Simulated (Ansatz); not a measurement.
# Black arsenene monolayer in a perpendicular field

What dipole does a perpendicular field induce in the black arsenene monolayer, and does the gap follow? A positive field points along +c.

Calculated with Ansatz 0.2.0; plane-wave DFT, PBE-D3(BJ), Ansatz PAW.

## 1. Set-up

The cell holds 4 atoms: 4 As. Its edges and angles: a = 4.750 Å, b = 3.680 Å, c = 20.480 Å, α = 90.0°, β = 90.0°, γ = 90.0°. Vacuum lies along c.

## 2. Relaxing the slab

The starting cell is a guess, so the in-plane lattice and the atoms are relaxed first, with the slab cut off from its images along the normal. The program lengthens the vector along the normal by itself, so c and the volume that it reports differ from the typed ones.

Input file input.yaml:

```yaml
crystal:
  lattice:
    - [4.75, 0.0, 0.0]
    - [0.0, 3.68, 0.0]
    - [0.0, 0.0, 20.48]
  atoms:
    - { symbol: As, position: [0.09, 0.0, 0.439453125] }
    - { symbol: As, position: [0.41, 0.5, 0.4443359375] }
    - { symbol: As, position: [0.91, 0.0, 0.560546875] }
    - { symbol: As, position: [0.59, 0.5, 0.5556640625] }
  periodic: [true, true, false]
kpoints:
  mp_grid: { grid: [8, 8, 1] }
hamiltonian:
  xc: pbe
  dispersion: d3bj
scf:
  occupations: { method: fermi_dirac, width: 0.05 }
  convergence: { dr2_threshold: 1.0e-09 }
relax:
  f_tol: 0.004
  max_steps: 90
  cell: {}
output:
  write_potential: true
  write_density: true
  volumetric_format: npy
```

On the command line:

```
ansatz run input.yaml --threads 2 --pin off --max-ram 3072MiB --backend cpu --events-out ev --progress --plain --runs-dir out
```

Numbers of over 12 decimals in the logs are rounded to 6 here.

The log of the run:

```text
Warning: crystal.periodic: the lattice vector that does not repeat stood 0.000° off the slab's normal, 20.480 Å along it as the deck builds it. The run solves the slab on a vector along the normal, 28.760 Å long, with every atom where it was (on the deck's vector they left 18.00 Å outside them, and the widest stretch free of ions among them is 2.28 Å). A fractional position that the run reports is one of the run's ce [...]
Warning: relax.cell: scf.convergence.dr2_threshold = 1e-9 eV is looser than the 2.56821170283e-10 eV advised for a relaxation that steers and ends on the stress (1e-10 eV for each atom of the cell: 4, times the square of relax.cell.stress_2d_tol = 0.05 N/m over 12.5 Å (the atoms' height at the walk's start and 5 Å past either face), 4.006e-2 GPa, over a crystal's default 0.05). What an SCF threshold leaves in a stress goes as its square root, and in the free energy as the threshold itself, and one threshold admits the most on a small cell: [figures from the program's tests cut] Set scf.convergence.dr2_threshold to 2.56821170283e-10 eV or tighter. [rest of the remark cut]
crystal.periodic: the lattice vector that does not repeat stood 0.000° off the slab's normal, 20.480 Å along it as the deck builds it. The run solves the slab on a vector along the normal, 28.760 Å long, with every atom where it was (on the deck's vector they left 18.00 Å outside them, and the widest stretch free of ions among them is 2.28 Å). A fractional position that the run reports is one of the run's cell, which [...]
Engine: ansatz 0.2.0, x86_64-unknown-linux-gnu
Pseudopotentials: kind: paw
Pseudopotential: As, paw, valence charge 15, recommended cutoff 420 eV (normal), As.paw.azcp
Functional definition: PBE
  parameter kappa = 0.804
  parameter beta = 0.066725
  exchange = pbe_x(kappa = kappa, mu = beta*pi^2/3)
  correlation = pbe_c(beta = beta)
Crystal: 4 atoms, lattice volume = 502.725 Å³
Basis set: ecut = 420 eV, 9751 PW (Γ), exchange–correlation on 64×50×400 points (8 copies of the dense FFT grid, shifted against one another)
Bands: 36, of which v1, the nominal top of the filled ones, is band 30 counted from 1 (29 counted from 0)
Symmetry: 4 space group operations
Space group: P2/m (ITA 10), of the structure as read, at distance tolerance 8.0e-5 Å
k-points: 25 of 64
Non-local potential: As, projectors of the file, l = 0: 2, l = 1: 2, l = 2: 3, l = 3: 1
PAW form: soft (Blöchl's): semilocal exchange-correlation on the pseudo side does not see the compensation charge
PAW one-centre angular grid: As, 590 points (default); XC on 64 Gauss nodes
Initial density: superposition of atomic densities (neutral atoms: chi_scale 0, normalization atom), corrected by the library's trained network
Initial wavefunctions: pseudopotential atomic-orbital guess
Functional: x = pbe(κ = 0.804, μ = 0.219515), c = pbe(β = 0.066725)
SCF iter   1: F=—  HF=-19425.020518 eV  |F-HF|=—  |Δ(HF+E_count)|=         —  Δρ=1.02e-3  dr2=1.22e-2  ethr=1.77e-3  ⟨swp⟩=9.5  Hψ=4471  notcnv=0
preconditioner: auto → Resta (q_TF=auto, 1.914 Å⁻¹)  ε∞=1.7  [insulator: Δε(μ)=0.340 eV  Ē_g=9.096 eV  σ=0.050 eV  W_gap=0.94  n_scr=56 (ndim 8)  ℏωp=7.4 eV  f_vac=0.777  D(μ)=0.05/eV (n_scr^D=0)  ε∞_Penn≈1.7  vacuum switching on, ρ_ref=6.0e-3 e/Å³]
SCF iter   2: F=—  HF=-19425.016163 eV  |F-HF|=—  |Δ(HF+E_count)|=   4.35e-3  Δρ=4.40e-4  dr2=7.94e-4  ethr=2.03e-5  ⟨swp⟩=4.1  Hψ=2472  notcnv=0  defer=22
SCF iter   3: F=—  HF=-19425.016832 eV  |F-HF|=—  |Δ(HF+E_count)|=   6.69e-4  Δρ=2.07e-4  dr2=1.57e-4  ethr=1.32e-6  ⟨swp⟩=2.6  Hψ=1186  notcnv=0  defer=22
SCF iter   4: F=—  HF=-19425.017161 eV  |F-HF|=—  |Δ(HF+E_count)|=   3.29e-4  Δρ=2.92e-5  dr2=3.83e-6  ethr=2.61e-7  ⟨swp⟩=3.0  Hψ=1352  notcnv=0  defer=22
SCF iter   5: F=—  HF=-19425.017112 eV  |F-HF|=—  |Δ(HF+E_count)|=   4.93e-5  Δρ=6.83e-6  dr2=2.03e-7  ethr=6.38e-9  ⟨swp⟩=4.0  Hψ=2033  notcnv=0  defer=22
SCF iter   6: F=—  HF=-19425.017112 eV  |F-HF|=—  |Δ(HF+E_count)|=   3.48e-7  Δρ=1.71e-6  dr2=2.01e-8  ethr=3.38e-10  ⟨swp⟩=2.9  Hψ=1786  notcnv=0  defer=22
SCF iter   7: F=—  HF=-19425.017112 eV  |F-HF|=—  |Δ(HF+E_count)|=   1.54e-8  Δρ=5.37e-7  dr2=1.59e-9  ethr=3.36e-11  ⟨swp⟩=3.0  Hψ=1899  notcnv=0  defer=22
SCF iter   8: F=-19425.017112 eV  HF=-19425.017112 eV  |F-HF|=4.91e-10  |Δ(HF+E_count)|=   9.34e-9  Δρ=2.02e-7  dr2=3.35e-10  ethr=1.67e-12  ⟨swp⟩=11.3  Hψ=6225  notcnv=0
SCF 1 converged in 8 iterations: F = -19425.017112 eV  dr2 = 3.35e-10
  greatest PAW one-centre occupation: 0.999 electrons in one spin orbital (limit 2), on the As atom at site 2 (counted from 0), in its partial waves of l = 2
relax step   1: F+E_penalty+E_count = -19425.01711208 eV  Δ(F+E_penalty+E_count) = +0.000e0 eV  max|allowed force component| = 1.609e0 eV/Å  Δτ_max = 0.0000 Å  P = +2.354 N/m  Ω = 502.725 Å³  fix = [c, alpha, beta]  reactions: c +0.000 N/m; beta +0.000 N/m/rad  (8 SCF iters, accepted)
Crystal: 4 atoms, lattice volume = 486.355 Å³
Basis set: ecut = 420 eV, 9405 PW (Γ), exchange–correlation on 64×50×400 points (8 copies of the dense FFT grid, shifted against one another)
Initial density: handed on by an earlier stage of this run
Initial wavefunctions: those handed on with the density
iter 1 solved again at ethr=1.76e-4 eV; its pass at ethr=3.10e-3 eV (dr2=1.06e-1 eV) is discarded
SCF iter   1: F=—  HF=-19425.326908 eV  |F-HF|=—  |Δ(HF+E_count)|=         —  Δρ=4.95e-3  dr2=1.09e-1  ethr=1.76e-4  ⟨swp⟩=2.4  Hψ=5492  notcnv=0
preconditioner: auto → Resta (q_TF=auto, 1.925 Å⁻¹)  ε∞=1.7  [insulator: Δε(μ)=0.592 eV  Ē_g=8.891 eV  σ=0.050 eV  W_gap=0.99  n_scr=56 (ndim 8)  ℏωp=7.5 eV  f_vac=0.773  D(μ)=0.01/eV (n_scr^D=0)  ε∞_Penn≈1.7  vacuum switching on, ρ_ref=5.7e-3 e/Å³]
SCF iter   2: F=—  HF=-19425.305430 eV  |F-HF|=—  |Δ(HF+E_count)|=   2.15e-2  Δρ=2.33e-3  dr2=1.53e-2  ethr=1.76e-4  ⟨swp⟩=4.0  Hψ=1606  notcnv=0  defer=1
SCF iter   3: F=—  HF=-19425.304917 eV  |F-HF|=—  |Δ(HF+E_count)|=   5.13e-4  Δρ=1.09e-3  dr2=3.38e-3  ethr=2.56e-5  ⟨swp⟩=3.2  Hψ=1914  notcnv=0  defer=4
SCF iter   4: F=—  HF=-19425.305230 eV  |F-HF|=—  |Δ(HF+E_count)|=   3.13e-4  Δρ=1.96e-4  dr2=1.67e-4  ethr=5.63e-6  ⟨swp⟩=3.5  Hψ=1910  notcnv=0  defer=4
SCF iter   5: F=—  HF=-19425.305240 eV  |F-HF|=—  |Δ(HF+E_count)|=   1.01e-5  Δρ=3.38e-5  dr2=6.33e-6  ethr=2.78e-7  ⟨swp⟩=3.6  Hψ=2126  notcnv=0  defer=4
SCF iter   6: F=—  HF=-19425.305230 eV  |F-HF|=—  |Δ(HF+E_count)|=   1.02e-5  Δρ=1.10e-5  dr2=8.49e-7  ethr=1.05e-8  ⟨swp⟩=3.0  Hψ=1601  notcnv=0  defer=4
[...]
Crystal: 4 atoms, lattice volume = 473.982 Å³
Basis set: ecut = 420 eV, 9283 PW (Γ), exchange–correlation on 64×50×400 points (8 copies of the dense FFT grid, shifted against one another)
iter 1 solved again at ethr=4.86e-5 eV; its pass at ethr=3.10e-3 eV (dr2=2.92e-2 eV) is discarded
SCF iter   1: F=—  HF=-19425.393314 eV  |F-HF|=—  |Δ(HF+E_count)|=         —  Δρ=2.71e-3  dr2=2.99e-2  ethr=4.86e-5  ⟨swp⟩=2.7  Hψ=5812  notcnv=0
preconditioner: auto → Resta (q_TF=auto, 1.933 Å⁻¹)  ε∞=1.7  [insulator: Δε(μ)=0.314 eV  Ē_g=8.962 eV  σ=0.050 eV  W_gap=0.91  n_scr=60 (ndim 8)  ℏωp=7.6 eV  f_vac=0.774  D(μ)=0.08/eV (n_scr^D=0)  ε∞_Penn≈1.7  vacuum switching on, ρ_ref=5.8e-3 e/Å³]
SCF iter   2: F=—  HF=-19425.387326 eV  |F-HF|=—  |Δ(HF+E_count)|=   5.99e-3  Δρ=1.32e-3  dr2=4.56e-3  ethr=4.86e-5  ⟨swp⟩=2.4  Hψ=1235  notcnv=0
SCF iter   3: F=—  HF=-19425.387521 eV  |F-HF|=—  |Δ(HF+E_count)|=   1.95e-4  Δρ=4.35e-4  dr2=6.74e-4  ethr=7.60e-6  ⟨swp⟩=3.9  Hψ=1959  notcnv=0
SCF iter   4: F=—  HF=-19425.387504 eV  |F-HF|=—  |Δ(HF+E_count)|=   1.68e-5  Δρ=1.18e-4  dr2=4.70e-5  ethr=1.12e-6  ⟨swp⟩=3.6  Hψ=1896  notcnv=0
SCF iter   5: F=—  HF=-19425.387530 eV  |F-HF|=—  |Δ(HF+E_count)|=   2.55e-5  Δρ=1.91e-5  dr2=2.90e-6  ethr=7.83e-8  ⟨swp⟩=3.5  Hψ=1910  notcnv=0
SCF iter   6: F=—  HF=-19425.387464 eV  |F-HF|=—  |Δ(HF+E_count)|=   6.55e-5  Δρ=7.64e-6  dr2=2.36e-7  ethr=4.84e-9  ⟨swp⟩=3.8  Hψ=2028  notcnv=0
SCF iter   7: F=—  HF=-19425.387465 eV  |F-HF|=—  |Δ(HF+E_count)|=   1.45e-7  Δρ=1.98e-6  dr2=1.62e-8  ethr=3.93e-10  ⟨swp⟩=2.9  Hψ=1265  notcnv=0
SCF iter   8: F=-19425.387465 eV  HF=-19425.387465 eV  |F-HF|=8.00e-11  |Δ(HF+E_count)|=   1.57e-8  Δρ=4.02e-7  dr2=8.75e-10  ethr=1.67e-12  ⟨swp⟩=9.2  Hψ=7058  notcnv=0
SCF 3 converged in 8 iterations: F = -19425.387465 eV  dr2 = 8.75e-10
relax step   3: F+E_penalty+E_count = -19425.38746452 eV  Δ(F+E_penalty+E_count) = -8.230e-2 eV  max|allowed force component| = 4.212e-2 eV/Å  Δτ_max = 0.0929 Å  P = +0.499 N/m  Ω = 473.982 Å³  energy of the carried Pulay correction = +7.451e-4 eV  fix = [c, alpha, beta]  reactions: c +0.000 N/m; beta -0.000 N/m/rad  (8 SCF iters, accepted)
[...]
relax step   4: F+E_penalty+E_count = -19425.39062378 eV  Δ(F+E_penalty+E_count) = -3.159e-3 eV  max|allowed force component| = 3.370e-2 eV/Å  Δτ_max = 0.0142 Å  P = +0.105 N/m  Ω = 479.895 Å³  energy of the carried Pulay correction = +5.883e-4 eV  fix = [c, alpha, beta]  reactions: c +0.000 N/m; beta -0.000 N/m/rad  (7 SCF iters, accepted)
[...]
relax step   5: F+E_penalty+E_count = -19425.39091906 eV  Δ(F+E_penalty+E_count) = -2.953e-4 eV  max|allowed force component| = 1.032e-2 eV/Å  Δτ_max = 0.0037 Å  P = +0.028 N/m  Ω = 480.256 Å³  energy of the carried Pulay correction = +5.787e-4 eV  fix = [c, alpha, beta]  reactions: c +0.000 N/m; beta -0.000 N/m/rad  (5 SCF iters, accepted)
[...]
relax step   6: F+E_penalty+E_count = -19425.39097605 eV  Δ(F+E_penalty+E_count) = -5.698e-5 eV  max|allowed force component| = 3.507e-3 eV/Å  Δτ_max = 0.0015 Å  P = -0.004 N/m  Ω = 480.099 Å³  energy of the carried Pulay correction = +5.829e-4 eV  fix = [c, alpha, beta]  reactions: c -0.000 N/m; beta +0.000 N/m/rad  (6 SCF iters, accepted)
Initial wavefunctions: pseudopotential atomic-orbital guess (no wavefunctions were taken with the density)
iter 1 solved again at ethr=2.90e-7 eV; its pass at ethr=3.10e-3 eV (dr2=1.74e-4 eV) is discarded
SCF iter   1: F=—  HF=-19425.390516 eV  |F-HF|=—  |Δ(HF+E_count)|=         —  Δρ=1.36e-5  dr2=2.25e-7  ethr=2.90e-7  ⟨swp⟩=5.8  Hψ=7728  notcnv=0
preconditioner: auto → Resta (q_TF=auto, 1.929 Å⁻¹)  ε∞=1.7  [insulator: Δε(μ)=0.394 eV  Ē_g=8.916 eV  σ=0.050 eV  W_gap=0.96  n_scr=60 (ndim 8)  ℏωp=7.6 eV  f_vac=0.776  D(μ)=0.04/eV (n_scr^D=0)  ε∞_Penn≈1.7  vacuum switching on, ρ_ref=5.8e-3 e/Å³]
SCF iter   2: F=—  HF=-19425.390479 eV  |F-HF|=—  |Δ(HF+E_count)|=   3.70e-5  Δρ=7.97e-6  dr2=9.94e-8  ethr=3.75e-10  ⟨swp⟩=4.7  Hψ=2553  notcnv=0
SCF iter   3: F=—  HF=-19425.390484 eV  |F-HF|=—  |Δ(HF+E_count)|=   5.00e-6  Δρ=2.56e-6  dr2=9.29e-9  ethr=1.66e-10  ⟨swp⟩=2.2  Hψ=1173  notcnv=0
SCF iter   4: F=-19425.390485 eV  HF=-19425.390485 eV  |F-HF|=6.17e-9  |Δ(HF+E_count)|=   1.16e-6  Δρ=2.67e-7  dr2=3.50e-10  ethr=1.67e-12  ⟨swp⟩=14.0  Hψ=7955  notcnv=0
SCF 7 converged in 4 iterations: F = -19425.390485 eV  dr2 = 3.50e-10
relax step   7: F+E_penalty+E_count = -19425.39048473 eV  Δ(F+E_penalty+E_count) = +4.913e-4 eV  max|allowed force component| = 3.476e-3 eV/Å  Δτ_max = 0.0000 Å  P = -0.006 N/m  Ω = 480.099 Å³  fix = [c, alpha, beta]  reactions: c -0.000 N/m; beta +0.000 N/m/rad  stress off target by 8.90e-3 N/m on what of the cell is left free  SCF on the basis re-selected at this cell (its energy is not comparable with the rows above)  (4 SCF iters)
basis re-selected at this cell: Δ(F+E_penalty+E_count) = +4.913e-4 eV, ΔP = -0.002 N/m vs the last step (what re-selecting the basis moved, of the pressure what is left beyond the Pulay correction that the steps carried, after the strain that the cell walked since its last selection, with what the two solves' SCF thresholds leave and, on support functions, any second-order correction that the steps lacked; it is no m [...]
SCF converged after 4 iterations
Free energy (F): -19425.390485 eV
Harris-Foulkes:  -19425.390485 eV  (|F-HF|=6.17e-9)
Internal energy: -19425.389983 eV  (E = F + TS)
E sigma→0 (E₀):  -19425.390234 eV
Entropy (-TS):   -0.000502 eV (-0.126 meV/atom)
Fermi energy:    -3.995127 eV
--- Per-component energies (eV) ---
  E_band       = -1810.661692
  E_kinetic    = 409.269849
  E_local      = -118482.356390  (includes V_loc(G=0)·N_el)
  E_nonlocal   = -2682.715465
  E_hartree    = 59164.484515
  E_xc         = -315.943244
  E_vxc        = -315.383013  (∫ρ·V_xc dr)
  E_paw        = -7338.607530  (= ΣΔE_a)
  E_vpaw       = 931.556765  (= ΣTr[D̂ρ^β])
  E_aug_tail   = 0.000029  (compensation charges beyond the density's cutoff)
  E_ewald      = 49821.506089
  E_disp       = -1.027836  (pairwise vdW)
  E_smearing   = -0.000502  (= −TS)
  E_closure    = 0.000000  (closes the sum)
  Σ components = -19425.390485   (vs F -19425.390485, Δ=0.00e0)
--- Forces (eV/Å), atoms counted from 1 ---
  atom   1  As    -0.00347646    -0.00000000     0.00113062
  atom   2  As     0.00225627     0.00000000     0.00176294
  atom   3  As     0.00347646     0.00000000    -0.00113062
  atom   4  As    -0.00225627    -0.00000000    -0.00176294
  max |Σ_I F_I| component: 4.34e-19 eV/Å
--- 2D stress c σ (N/m, compression-positive) ---
       -0.008903      -0.000000      -0.000000
       -0.000000      -0.002676      -0.000000
       -0.000000      -0.000000      -0.000000
  P = ½ c Tr σ = -0.0058 N/m
--- Band table (eV; the first three rows and the last of 25) ---
  k-point 0: bands = [... 26 lower, -7.4335, -6.2420, -5.7720, -4.5275, -3.8093, -2.3914, -1.8173, -1.1109, ... 2 higher]
  k-point 1: bands = [... 26 lower, -7.8330, -6.1762, -6.1393, -4.6683, -3.6618, -1.9218, -1.4362, -1.3487, ... 2 higher]
  k-point 2: bands = [... 26 lower, -7.8182, -6.5468, -5.9457, -5.1166, -3.2336, -3.1779, -1.8360, -1.2257, ... 2 higher]
  k-point 24: bands = [... 26 lower, -8.4999, -8.4993, -6.0693, -6.0684, -1.8226, -1.8215, 0.2893, 0.2897, ... 2 higher]
  the weakly bound empty levels are not read free of the cell's end (no_gap_told)
--- Relaxed structure (6 steps of the walk, 6 accepted, 1 SCFs on fresh bases) ---
  F+E_penalty+E_count = -19425.39048473 eV   max|allowed force component| = 3.476e-3 eV/Å   (the final SCF, on the basis selected at the relaxed cell)
  cell:  # Å, volume = 480.0988 Å³
    - [4.515538, 0.0, 0]
    - [0.0, 3.696854, 0.0]
    - [0, 0.0, 28.76]
  atoms:
    - { symbol: As, position: [0.062990, 0.0, 0.314248] }
    - { symbol: As, position: [0.437088, 0.500000, 0.314247] }
    - { symbol: As, position: [0.937010, 0.0, 0.397853] }
    - { symbol: As, position: [0.562912, 0.500000, 0.397853] }
```

Elapsed: 2.6 min, on 2 threads of AMD EPYC 7R43, shared host; peak memory 0.84 GiB; 4.2 min of CPU time.

Relaxation path:

```csv
step,energy less that of the first step (eV),largest force component (eV/Å),volume (Å³)
1,0.0000,1.6093,502.72
2,-0.2881,0.5425,486.36
3,-0.3704,0.0421,473.98
4,-0.3735,0.0337,479.89
5,-0.3738,0.0103,480.26
6,-0.3739,0.0035,480.10
7*,-0.3734,0.0035,480.10
```

Relaxation steps marked * repeat the geometry before them on a plane-wave basis chosen anew for their cell, so energy and pressure can jump there.

Forces are held to the 4 operations that the run works with; a distortion that breaks them can't arise in this run.

```
cell as run  before  after  change
      a (Å)   4.750  4.516  -4.9 %
      b (Å)   3.680  3.697  +0.5 %
```

The atoms that moved most (Å, along periodic axes as changes of fractional coordinates times the final cell, across vacuum about the mean position):

```csv
atom,dx,dy,dz,length
As2,0.122,0.000,-0.062,0.137
As4,-0.122,0.000,0.062,0.137
As1,-0.122,0.000,0.038,0.128
As3,0.122,0.000,-0.038,0.128
```

The relaxed structure:

```xyz
4
Lattice="4.5155 0.0000 0.0000 0.0000 3.6969 0.0000 0.0000 0.0000 28.7600" Properties=species:S:1:pos:R:3
As    0.2844    0.0000    9.0378
As    1.9737    1.8484    9.0377
As    4.2311    0.0000   11.4422
As    2.5418    1.8484   11.4423
```

This step gave:

- energy at zero smearing: -19425.3902 eV

The lattice constant a goes from 4.750 to 4.516 Å.

(Part 1 of 3 ends here.)

[Logs are printed without paths, hosts, clocks, repeated set-up lines and the standing remarks that a program may print on its own settings, such as how far it seeks lower states.]

[Hosts, paths, dates, database ids (printed as entryN), source tags and the programs' standing remarks are cut or masked in the printed files.]

[Maps of the electrostatic potential energy from Ansatz leave out the sawtooth potential of an applied field or a dipole correction, so their vacuum need not be flat; planar profiles and work functions include it.]
